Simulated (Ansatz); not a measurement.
# 1T-VClI bilayer (like faces together) in a perpendicular field, part 2 of 2

What dipole does a perpendicular field induce in the 1T-VClI bilayer (like faces together), and does the gap follow? A positive field points along +c.

Ansatz 0.2.0; plane-wave DFT, PBE-D3(BJ), Ansatz PAW.

So far, gap along the path (eV): step 3 (single point, field 0) 1.13; step 5 (field -0.05 V/Å) 1.12; step 6 (field 0.1 V/Å) 0.962; step 7 (field 0.2 V/Å) 0.792; step 8 (field 0.3 V/Å) 0.628.

### Step 9. Response, atoms held (continued)

Local field over the applied field, running mean. From the potentials at -0.05 and 0.05 V/Å; running mean over 2.5 Å. The local field over applied field by z:

z (Å), local field over applied field and a bar from the least value:
```
      4.5      0.998 ##############################
      5.0      0.994 ##############################
      5.5      0.983 #############################
      6.0      0.955 #############################
      6.5      0.888 ##########################
      7.0      0.765 ######################
      7.5      0.603 #################
      8.0      0.426 ###########
      8.5      0.261 #####
      9.0      0.147 #
      9.5      0.108 
     10.0      0.112 
     10.5      0.128 #
     11.0      0.165 ##
     11.5      0.223 ####
     12.0      0.303 #######
     12.5      0.393 ##########
     13.0      0.458 ############
     13.5      0.470 ############
     14.0      0.424 ###########
     14.5      0.339 ########
     15.0      0.252 #####
     15.5      0.185 ###
     16.0      0.139 #
     16.5      0.116 
     17.0      0.107 
     17.5      0.124 #
     18.0      0.210 ###
     18.5      0.361 #########
     19.0      0.538 ##############
     19.5      0.707 ####################
     20.0      0.849 #########################
     20.5      0.935 ############################
     21.0      0.976 #############################
     21.5      0.991 ##############################
     22.0      0.997 ##############################
     22.5      0.999 ##############################
```

The induced electron density oscillates, so the rows of the table below give means over windows of 1 Å about each position, cut where the curve ends. Its maxima inside the range that stand out by 2 % of the span (Å: e/Å³ per V/Å): 7.9: 0.00347, 11.1: 8.5e-4, 14.1: 0.00267, 16.6: 0.00156. Its minima: 10.1: -0.00154, 12.6: -0.00268, 15.6: -8.4e-4, 18.8: -0.00347.

Electrons, planar mean, per unit field. Induced electron density against z; means over each step:

```csv
z (Å),induced electron density (e/Å³ per V/Å)
5,3.0e-5
6,2.5e-4
7,0.00154
8,0.00277
9,7.8e-4
10,-9.3e-4
11,3.1e-4
12,-0.00134
13,-0.00148
14,0.00213
15,5.3e-4
16,1.5e-4
17,5.9e-4
18,-0.00134
19,-0.00292
20,-9.3e-4
21,-1.3e-4
22,-1.5e-5
```

By hand: between -0.05 and 0.05 V/Å the dipole changes by 0.06483 e·Å, a slope of 0.6483 e·Å²/V. A perfect conductor of thickness t has p = ε₀AEt, so t = 180.95 × 0.6483 / 12.770 = 9.19 Å (e/ε₀ = 180.95 V·Å, A in Å²).

The induced dipole is that of a conductor 9.19 Å thick.

### Step 10. A changed input

This step: plane-wave DFT, PBE-D3(BJ), Ansatz PAW (Ansatz 0.2.0).

A run with a changed input: it repeats the earlier run at 0.05 V/Å with efield.dipole_correction from true to false.

The input, input.yaml:

```yaml
crystal:
  lattice:
    - [3.8400474932, 0.0, 0.0]
    - [-1.9200237466, 3.3255786808, 0.0]
    - [0.0, 0.0, 26.6862148841]
  atoms:
    - { symbol: I, position: [0.6666666667, 0.3333333333, 0.3372527741], spin: -0.03 }
    - { symbol: V, position: [0.0, 0.0, 0.4006010599], spin: 2.47 }
    - { symbol: Cl, position: [0.3333333333, 0.6666666667, 0.4462013105] }
    - { symbol: I, position: [0.0, 0.0, 0.6627472259], spin: 0.03 }
    - { symbol: V, position: [0.3333333333, 0.6666666667, 0.5994142725], spin: -2.47 }
    - { symbol: Cl, position: [0.6666666667, 0.3333333333, 0.5537704717] }
magnetization:
  spin_polarized: true
kpoints:
  mp_grid: { grid: [12, 12, 1] }
  band_path:
    path: [[0, 0, 0], [0.5, 0, 0], [0.33333333, 0.33333333, 0], [0, 0, 0]]
    npoints: 16
hamiltonian:
  xc: pbe
  dispersion: d3bj
scf:
  occupations: { method: fermi_dirac, width: 0.05 }
  convergence: { dr2_threshold: 1.0e-10 }
efield:
  axis: 3
  dipole_correction: false
  ramp_position: 0.97
  ramp_width: 0.06
  amplitude: 0.05
output:
  write_potential: true
  write_density: true
  volumetric_format: npy
```

The run is started by

```console
> ansatz run input.yaml --threads 4 --pin off --max-ram 6144MiB --backend cpu --events-out ev --progress --plain --runs-dir out
```

Wall time 13 s (4 threads of AMD EPYC 9R45, shared host); peak memory 1.3 GiB; 50 s of CPU time.

```csv
quantity,this run,earlier run,difference
dipole along the normal (e·Å),0.04586,0.03007,0.016
gap along the path (eV),1.006,1.048,-0.042
```

With the dipole correction off, the periodic images add a field of their own to the typed one.

What moves beyond 0.01 in its unit (for the dipole 0.5 % and 5e-5 e·Å): dipole along the normal (+0.0158 e·Å) and gap along the path (-0.0419 eV).

These numbers are not those of the isolated slab.

### Step 11. A changed input: efield.amplitude = 0.1

Another changed input: it repeats the earlier run at 0.05 V/Å with efield.amplitude from 0.05 to 0.1.

input.yaml: that of step 10 with these lines changed.

```diff
@@ -27,6 +27,6 @@
   axis: 3
-  dipole_correction: false
+  dipole_correction: true
   ramp_position: 0.97
   ramp_width: 0.06
-  amplitude: 0.05
+  amplitude: 0.1
 output:
```

The job ended after 14 s (4 threads; peak memory 1.3 GiB; 53 s of CPU time).

Numbers from this step:

| Property | Result |
| --- | --- |
| site moments | -0.02956, 2.470, 0.003965, 0.03079, -2.472, -0.005195 μB |
| dipole along the normal | 0.06249 e·Å |
| gap along the path | 0.9623 eV |
| gap, the smaller of path and mesh | 0.9623 eV |

Deep bands are left out, so band numbers here count from the lowest band kept and differ from the log's. Electronic bands along the path, in eV, zero at the Fermi level of the run, which the smearing sets inside the gap; # counts the bands kept:

```csv
point,up #14,up #15,up #16,up #17,down #14,down #15,down #16,down #17
Γ,-1.35,-1.01,0.99,0.99,-1.15,-0.82,1.14,1.14
halfway,-0.94,-0.75,0.54,0.87,-0.74,-0.55,0.74,0.92
M,-0.83,-0.82,0.86,0.94,-0.63,-0.61,0.66,1.15
halfway,-0.91,-0.75,0.59,1.10,-0.71,-0.55,0.80,1.10
K,-1.00,-0.71,0.46,1.12,-0.79,-0.50,0.67,1.29
halfway,-0.97,-0.73,0.59,0.72,-0.77,-0.53,0.78,0.93
Γ,-1.35,-1.01,0.99,0.99,-1.15,-0.82,1.14,1.14
```

```csv
quantity,this run,earlier run,difference
dipole along the normal (e·Å),0.06249,0.03007,0.032
gap along the path (eV),0.9623,1.048,-0.086
```

The applied field differs, and the slope found earlier predicts a dipole of 0.0625 e·Å; this run gives 0.0625 e·Å, in line with it.

Besides the dipole, what moves beyond 0.01 in its unit (for the dipole 0.5 % and 5e-5 e·Å): gap along the path (-0.0859 eV).

### Step 12. Outcome

| Property | Result |
| --- | --- |
| gap without field | 1.13 eV |
| ionisation energy, upper face | 4.20 eV |
| electron affinity, upper face | 3.06 eV |
| step between the vacuum levels | 0.0332 eV |
| equivalent conductor thickness, atoms held | 9.19 Å |

**Reading.** The induced dipole equals that of a perfect conductor 9.19 Å thick, while the outer atoms lie 8.69 Å apart; an out-of-plane ε follows only once a thickness t is chosen, by 1 − 1/ε = 9.19 Å / t. The two faces differ: the vacuum level above lies 0.03 eV higher than the one below. The gap goes from 1.13 eV to 0.63 eV at 0.3 V/Å. Semilocal functionals give gaps that are too small, and excitons are not included. The magnetic order is the one reached from the typed start; other orders were not compared. Spin-orbit coupling is left out, which matters for the bands of elements this heavy.

[Logs are printed without paths, hosts, clocks, repeated set-up lines and the standing remarks that a program may print on its own settings, such as how far it seeks lower states.]

[Hosts, paths, dates, database ids (printed as entryN), source tags and the programs' standing remarks are cut or masked in the printed files.]

[Maps of the electrostatic potential energy from Ansatz leave out the sawtooth potential of an applied field or a dipole correction, so their vacuum need not be flat; planar profiles and work functions include it.]
